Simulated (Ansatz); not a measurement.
# Simulated XPS, UPS and emission spectra of V3Si, part 3 of 3

Wanted: projected DOS of V3Si, weighted into photoemission and X-ray emission spectra, at several levels of theory.

Ansatz 0.2.0; DFT, PBE, plane-wave PAW, default files, scalar-relativistic (the session's first sound run).

So far. Step 3 (Antiparallel moments): No moment survives the cycle: this start ends non-magnetic. Step 4 (With PBEsol): The starting moments have collapsed: the run ends non-magnetic.

**5. Other settings: basis.ecutrho_ratio = 9**

This step: DFT, PBE, plane-wave PAW, default files, scalar-relativistic; changed: basis.ecutrho_ratio = 9 (Ansatz 0.2.0).

Some settings are changed to see whether the read-outs move.

input.yaml reads:

```yaml
crystal:
  lattice:
    - [4.732, 0.0, 0.0]
    - [0.0, 4.732, 0.0]
    - [0.0, 0.0, 4.732]
  atoms:
    - { symbol: V, position: [0.0, 0.5, 0.25], spin: 2.0 }
    - { symbol: V, position: [0.0, 0.5, 0.75], spin: 2.0 }
    - { symbol: V, position: [0.5, 0.25, 0.0], spin: 2.0 }
    - { symbol: V, position: [0.75, 0.0, 0.5], spin: 2.0 }
    - { symbol: V, position: [0.5, 0.75, 0.0], spin: 2.0 }
    - { symbol: V, position: [0.25, 0.0, 0.5], spin: 2.0 }
    - { symbol: Si, position: [0.5, 0.5, 0.5], spin: 1.0 }
    - { symbol: Si, position: [0.0, 0.0, 0.0], spin: 3.0 }
magnetization:
  spin_polarized: true
kpoints:
  mp_grid: { grid: [8, 8, 8] }
scf:
  occupations: { method: fermi_dirac, width: 0.05 }
  n_extra_bands: 20
hamiltonian:
  xc: pbe
  pseudopotentials: { kind: paw }
output:
  forces: true
  stress: true
  dos:
    projected: true
    de: 0.05
    e_range: [-30, 12]
    nscf_kmesh: { grid: [12, 12, 12] }
basis:
  ecutrho_ratio: 9
```

Started as:

```console
$ ansatz run input.yaml --threads 4 --pin off --max-ram 8192MiB --backend cpu --events-out ev --progress --plain --runs-dir out
```

Numbers of over 12 decimals in the logs are rounded to 6 here.

What it wrote:

```text
Warning: where an SCF of this run starts from atoms to list the orders of its open shells, Si (site 7, from 0) starts with 2.00 μB on its 3p shell, in the place of the 3.00 μB that the deck gives it: its open shells can hold no more by Hund's first rule. To start from spheres of the given moment, type scf.initial_density.shell_occupations: []
[...]
Crystal: 8 atoms, lattice volume = 105.958 Å³
Basis set: ecut = 420 eV, 2103 PW (Γ), exchange–correlation on 96×96×96 points (8 copies of the dense FFT grid, shifted against one another)
Bands: 63, of which v1, the nominal top of the filled ones, is band 43 counted from 1 (42 counted from 0)
Symmetry: 24 space group operations
[...]
k-points: 45 of 512
[...]
Starting moments: Σ|m| = 16 μB on 8 of 8 sites
[...]
SCF iter   1: F=—  HF=-18748.231570 eV  |F-HF|=—  |Δ(HF+E_count)|=         —  Δρ=1.44e-1 (↑1.44e-1 ↓8.81e-2)  dr2=5.35e0  dr2_m=1.24e1  M=2.193 μB ∫|m|=2.212 μB  β_m=0.30  ethr=3.10e-3  ⟨swp⟩=6.0  Hψ=19424  notcnv=0
[...]
SCF iter  13: F=-18749.840262 eV  HF=-18749.840262 eV  |F-HF|=4.73e-11  |Δ(HF+E_count)|=  7.28e-11  Δρ=1.30e-7 (↑1.30e-7 ↓1.14e-7)  dr2=5.56e-11  dr2_m=1.65e-12  M=0.000 μB ∫|m|=0.000 μB  ethr=1.00e-12  ⟨swp⟩=6.5  Hψ=20147  notcnv=0
SCF 1 converged in 13 iterations: F = -18749.840262 eV  dr2 = 5.56e-11
[...]
SCF converged after 13 iterations
Magnetization: 0.0000 μB (43.0000 up, 43.0000 down)
Absolute magnetization: 0.0000 μB (∫|ρ↑−ρ↓|, with the PAW one-centre terms)
[...]
Per-site moments (μB) at R_I (Å): [(1.7331433248145414e-6, 0.975975), (1.7331433248179634e-6, 0.975975), (1.7331433248105455e-6, 0.975975), (1.7331433249959153e-6, 0.975975), (1.733143324919281e-6, 0.975975), (1.7331433250134959e-6, 0.975975), (1.782467860370959e-8, 1.091173), (1.165850426473705e-7, 1.091173)]
Free energy (F): -18749.840262 eV
[...]
Internal energy: -18749.726261 eV  (E = F + TS)
E sigma→0 (E₀):  -18749.783261 eV
Entropy (-TS):   -0.114001 eV (-14.250 meV/atom)
Fermi energy:    15.445908 eV
[...]
--- Stress (GPa, compression-positive) ---
       -3.630828      -0.000000       0.000000
       -0.000000      -3.630828       0.000000
        0.000000       0.000000      -3.630828
  P = ⅓ Tr σ = -3.6308 GPa (-36.308 kbar)
--- Band table (eV; the first three rows and the last of 90) ---
  k-point 0 ↑: bands = [... 39 lower, 14.8673, 14.8673, 14.8673, 15.4268, 15.4268, 17.4046, 17.4046, 17.4046, ... 16 higher]
  k-point 1 ↑: bands = [... 39 lower, 14.8683, 14.8890, 14.8890, 15.4462, 15.4697, 17.2330, 17.3540, 17.3540, ... 16 higher]
  k-point 2 ↑: bands = [... 39 lower, 14.8645, 14.8874, 14.8874, 15.4472, 15.5111, 16.7178, 17.2549, 17.2549, ... 16 higher]
  k-point 44 ↓: bands = [... 39 lower, 15.4092, 15.4092, 15.4092, 15.4889, 15.4889, 15.4889, 15.4889, 15.4889, ... 16 higher]
```

Elapsed: 25 s, on 4 threads of Intel Xeon at 2.60GHz (Ice Lake), shared host; peak memory 1.1 GiB.

Numbers from this step:

```yaml
free_energy: -18749.8403 eV
energy_at_zero_smearing: -18749.7833 eV
smearing_term_ts: 0.1140 eV
fermi_energy: 15.45 eV
symmetry_operations: 24
pressure: -3.631 GPa
share_of_occupied_states_in_no_projected_shell: 0.0232 of the occupied states in the window
dos_at_the_fermi_level: 17.38 states/eV/cell
```

This run's widths, added to any smearing of the DOS itself: Gaussian 0.15 eV, Lorentzian 0.05 eV plus 0.05 an eV of depth. Intensity against binding energy, zero at the Fermi level; values in % of the maximum within 13 eV:

| binding energy (eV) | 21.2 eV | 40.8 eV | 60 eV | 1486.7 eV | 5950 eV |
| --- | --- | --- | --- | --- | --- |
| -1.0 | 0.845 | 0.845 | 0.848 | 0.993 | 0.477 |
| -0.5 | 1.90 | 1.90 | 1.91 | 2.06 | 0.845 |
| 0.0 | 62.1 | 62.1 | 62.1 | 61.0 | 19.3 |
| 0.5 | 88.1 | 88.2 | 88.1 | 85.7 | 25.1 |
| 1.0 | 56.7 | 56.7 | 56.7 | 54.4 | 16.5 |
| 1.5 | 75.1 | 75.1 | 75.1 | 74.6 | 24.3 |
| 2.0 | 40.1 | 40.1 | 40.2 | 45.1 | 21.5 |
| 2.5 | 27.8 | 27.7 | 28.2 | 35.2 | 13.9 |
| 3.0 | 24.7 | 24.6 | 25.2 | 35.7 | 17.6 |
| 3.5 | 21.5 | 21.3 | 22.0 | 39.0 | 27.5 |
| 4.0 | 8.36 | 8.27 | 8.58 | 20.3 | 18.6 |
| 4.5 | 11.2 | 11.0 | 11.6 | 36.2 | 39.3 |
| 5.0 | 4.69 | 4.60 | 4.87 | 18.0 | 21.0 |
| 5.5 | 1.13 | 1.12 | 1.17 | 4.19 | 4.76 |
| 6.0 | 0.616 | 0.620 | 0.641 | 2.77 | 3.24 |
| 6.5 | 0.520 | 0.535 | 0.550 | 3.33 | 4.11 |
| 7.0 | 0.660 | 0.698 | 0.715 | 6.02 | 7.69 |
| 7.5 | 1.80 | 1.95 | 1.99 | 20.2 | 26.0 |
| 8.0 | 5.83 | 6.38 | 6.52 | 74.6 | 97.4 |
| 8.5 | 2.95 | 3.23 | 3.31 | 45.7 | 62.6 |
| 9.0 | 1.33 | 1.45 | 1.49 | 24.6 | 35.3 |
| 9.5 | 0.652 | 0.702 | 0.726 | 12.9 | 19.0 |
| 10.0 | 0.298 | 0.318 | 0.328 | 4.78 | 6.90 |
| 10.5 | 0.177 | 0.187 | 0.192 | 2.16 | 3.01 |
| 11.0 | 0.128 | 0.134 | 0.137 | 1.32 | 1.79 |

Spectra as before, but with a recipe of its own (widths, and in some runs the light), which changes peak heights and what is resolved: Gaussian 0.15 eV, Lorentzian 0.05 eV plus 0.05 times the binding energy, unpolarised light, analyser at 90°, Fermi edge at 77 K; some photon energies differ too.

The free energy moves by 0.0 meV an atom against the base run, the DOS at the Fermi level from 17.38 to 17.38 states/eV.

**6. Other settings**

This step: DFT, PBE, plane-wave PAW, default files, scalar-relativistic; changed: scf.occupations.method = "tetrahedron", scf.mixing.preconditioner = "ldos", hamiltonian.hubbard = {"sites": [{"species": "V", "l": "d", "u_eff": 5.0}], "double_counting": "fll"} (Ansatz 0.2.0).

Other settings are tried.

input.yaml, the sections that differ from step 5:

```yaml
crystal:
  lattice:
    - [4.732, 0.0, 0.0]
    - [0.0, 4.732, 0.0]
    - [0.0, 0.0, 4.732]
  atoms:
    - { symbol: V, position: [0.0, 0.5, 0.25], spin: 2.0 }
    - { symbol: V, position: [0.0, 0.5, 0.75], spin: 2.0 }
    - { symbol: V, position: [0.5, 0.25, 0.0], spin: 2.0 }
    - { symbol: V, position: [0.75, 0.0, 0.5], spin: 2.0 }
    - { symbol: V, position: [0.5, 0.75, 0.0], spin: 2.0 }
    - { symbol: V, position: [0.25, 0.0, 0.5], spin: 2.0 }
    - { symbol: Si, position: [0.5, 0.5, 0.5] }
    - { symbol: Si, position: [0.0, 0.0, 0.0] }
scf:
  occupations: { method: tetrahedron }
  n_extra_bands: 20
  mixing: { preconditioner: ldos }
hamiltonian:
  xc: pbe
  pseudopotentials: { kind: paw }
  hubbard: { sites: [{ species: V, l: d, u_eff: 5.0 }], double_counting: fll }
# magnetization, kpoints, output: as in step 5
# basis: removed
```

What it wrote:

```text
Error: inconsistent input (scf.mixing.preconditioner, scf.occupations.method): ldos needs the smeared local DOS at the Fermi level to build its model. With no smearing kernel (method: fixed, a smearing width below the step floor, tetrahedron integration, or explicit occupations) the LDOS field is never tabulated. Use a smearing scheme with a finite width, or preconditioner: auto
```

Run time: 0.03 s. Hardware: 4 threads; peak memory 0.042 GiB.

The program refused the input before any cycle.

The program's message: “Error: inconsistent input (scf.mixing.preconditioner, scf.occupations.method): ldos needs the smeared local DOS at the Fermi level to build its model. With no smearing kernel (method: fixed, a smearin …”

**7. What came out**

* least gap on the mesh and the path: under 0.05 eV or none
* strongest listed peak within 13 eV of the zero, at 1486.7 eV: 8.1 eV binding, mostly Si 3s
* strongest listed peak within 13 eV of the zero, at 21.2 eV: 0.3 eV binding, mostly V 3d
* V 3d centre of the filled part: -1.61 eV (4.1 states an atom)
* PBE (29 s on 4 threads): no clear gap, highest Al Kα peak within 13 eV at 8.1 eV (Si 3s)
* antiparallel start, ending at a net 0.0 μB (3.4 min on 4 threads): no clear gap, highest Al Kα peak within 13 eV at 0.3 eV (V 3d)
* PBEsol (27 s on 4 threads): no clear gap, highest Al Kα peak within 13 eV at 8.0 eV (Si 3s)
* other settings (25 s on 4 threads): no clear gap, highest Al Kα peak within 13 eV at 0.1 eV (V 3d)

What this shows: V3Si is without a gap at the base level, and its valence spectrum changes with photon energy as the shells' cross sections do. At 21.2 eV the valence spectrum has its highest listed peaks within 10.8 eV at 0.3 eV (V 3d) and 1.6 eV (V 3d). At 1486.7 eV the valence spectrum has its highest listed peaks within 10.9 eV at 0.3 eV (V 3d), 1.6 eV (V 3d), 3.4 eV (mixed, V 3d leading), 4.6 eV (mixed, V 4s leading) and 8.1 eV (Si 3s). The shell named is the one with most of the intensity, cross sections included, not always the one with most states there. In the main run, from 1486.7 eV towards hard X-rays the V 4s share grows by 30 points, as its cross section falls more slowly with photon energy than those of the shells it gains on. At 21.2 eV the area is led by V 3d (95 %), at 8047.8 eV by V 4s (48 %), since cross sections fall faster with photon energy for shells of higher angular momentum. Kohn–Sham levels aren't quasiparticle energies, so peak positions are approximate. Each run has its own recipe for the spectra (widths, photon energies, in some runs the light), so peak heights and places can differ between runs for that reason too.

[Logs are printed without paths, hosts, clocks, repeated set-up lines and the standing remarks that a program may print on its own settings, such as how far it seeks lower states.]

[Hosts, paths, dates, database ids (printed as entryN), source tags and the programs' standing remarks are cut or masked in the printed files.]

[Maps of the electrostatic potential energy from Ansatz leave out the sawtooth potential of an applied field or a dipole correction, so their vacuum need not be flat; work functions include it.]

[Peak lists hold at most the 14 tallest peaks of each spectrum; further lines can be left out.]
